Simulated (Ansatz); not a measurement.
## HfO2: competing structures

Computed with DFT PBE, scalar-relativistic, plane waves, PAW (Ansatz). All cells share a 420 eV cutoff and Γ-centred k meshes spaced at most about 0.3 Å⁻¹ (about 0.25 or finer for metals, 2π included). No spin polarisation.

Formation energies are uncorrected and refer to the elements' standard structures at the same level (O₂ as a molecule).

These are static total energies at zero pressure. The comparison covers the computed candidates alone. Weakly bound directions are ill-defined at this level, which has no dispersion term (R-3m at 14.4 Å³/atom, I4/mmm), and this can change margins and order among such cells. Spin–orbit coupling, which can matter for Hf, is left out. Kohn–Sham gaps at this level usually fall short of measured ones.

Invented guesses and database cells were relaxed alike, and ends that match in structure were merged. ΔE counts from the first row. Coordination counts O atoms around Hf (those within 1.25 times the shortest such distance or 1.15 times the sum of covalent radii; a plus sign parts nearer from farther groups). The ends were matched against large subsets of the Crystallography Open Database and the Materials Project, so a missing match doesn't prove that a structure is unreported.

```tsv
#	reached from	type and space group	atoms	Å³/atom	coordination	ΔE (meV/atom)	gap on mesh (eV)	in databases	checks
1	3-, 6-connected net	anatase, I4_1/amd (No. 141)	6	14.3	Hf 6	0	4.43	no match	-
2	a Materials Project cell	P2_1/c (No. 14)	12	11.8	Hf 7	4	4.04	Materials Project, matches COD	-
3	a Materials Project cell	rutile, P4_2/mnm (No. 136)	6	12.9	Hf 6	30	3.90	Materials Project	-
4	a Materials Project cell	tetragonal zirconia, P4_2/nmc (No. 137)	6	11.4	Hf 4+4	58	4.67	Materials Project	-
5	a cell as deposited in COD	fluorite, Fm-3m (No. 225)	3	11.0	Hf 8	94	3.75	COD	imaginary modes on a 4×4×4 q mesh (to 230i cm⁻¹)
6	cadmium chloride type (R-3m)	cadmium chloride, R-3m (No. 166)	3	14.4	Hf 6	226	4.48	no match	-
7	3-, 6-connected net	R-3m (No. 166)	9	13.9	Hf 6	296	1.93	no match	-
8	Cr2B type (I4/mcm)	I4/mcm (No. 140)	6	11.0	Hf 8	739	0.14	no match	-
9	random cell with space group I4/mmm	I4/mmm (No. 139)	6	43.9	Hf 4	771	3.88	no match	-
10	AlB2 type (P6/mmm)	P6/mmm (No. 191)	3	10.1	Hf 12	1992	0.00	no match	-
```

The lowest: Space group I4_1/amd (No. 141), tetragonal, a = 4.019 Å, c = 10.645 Å. Hf is surrounded by 6 O at 2.07–2.15 Å; around O lie 3 Hf at 2.07–2.15 Å. Its energy over the elements is −3.465 eV/atom. Whether it is stable depends on the other phases of the system, which aren't compared here. The Crystallography Open Database (COD) lists a cell that the form in P2_1/c (No. 14) matches; that form lies 4 meV/atom higher at this level, which the functional's error, temperature or pressure may reverse in nature.

```cif
data_structure
_symmetry_space_group_name_H-M 'I4_1/amd:1'
_symmetry_Int_Tables_number 141
_cell_length_a 4.0186
_cell_length_b 4.0186
_cell_length_c 10.6454
_cell_angle_alpha 90.000
_cell_angle_beta 90.000
_cell_angle_gamma 90.000
_cell_volume 171.91
loop_
_atom_site_label
_atom_site_type_symbol
_atom_site_symmetry_multiplicity
_atom_site_Wyckoff_symbol
_atom_site_fract_x
_atom_site_fract_y
_atom_site_fract_z
_atom_site_occupancy
Hf1 Hf 4 a 0.00000 0.00000 0.00000 1
O1 O 8 e 0.50000 0.50000 0.29829 1
```

The second: Space group P2_1/c (No. 14), monoclinic, a = 5.161 Å, b = 5.212 Å, c = 5.352 Å, β = 99.6°. Hf has 7 O at 2.05–2.27 Å; O on its first site is surrounded by 4 Hf at 2.16–2.27 Å; O on its second site is surrounded by 3 Hf at 2.05–2.15 Å. Counting O atoms around Hf, the first has Hf 6 and the second has Hf 7. Shaken at random and relaxed again, row 5 came back. Cells without such a test can be saddle points. Some structure types and database cells were kept out of the candidates from the start, so a known form may be missing.

The calculation places anatase 4 meV/atom below the monoclinic form, whereas monoclinic HfO2 is the known ground state at ambient conditions. The likely cause is the tendency of PBE to favour open, low-density oxide frameworks, perhaps helped by the missing dispersion attraction. The near-tie therefore doesn't support anatase as the true ground state.

Among the fluorite-related forms, the order monoclinic, tetragonal, cubic agrees with experience. Hf(IV) is rather small for the regular eightfold site of fluorite. Displacing the oxygens shortens some Hf–O contacts at the expense of others, which strengthens the mixing of O 2p with empty Hf 5d states. This probably also explains the wider gap of the tetragonal form, 4.67 eV against 3.75 eV for fluorite.

The return of fluorite after shaking doesn't contradict its imaginary modes: the distortion towards the tetragonal form is a zone-boundary mode, which the three-atom cell can't accommodate. Coordination number alone doesn't set the energy, since sixfold Hf occurs both in the lowest structure and at 296 meV/atom.
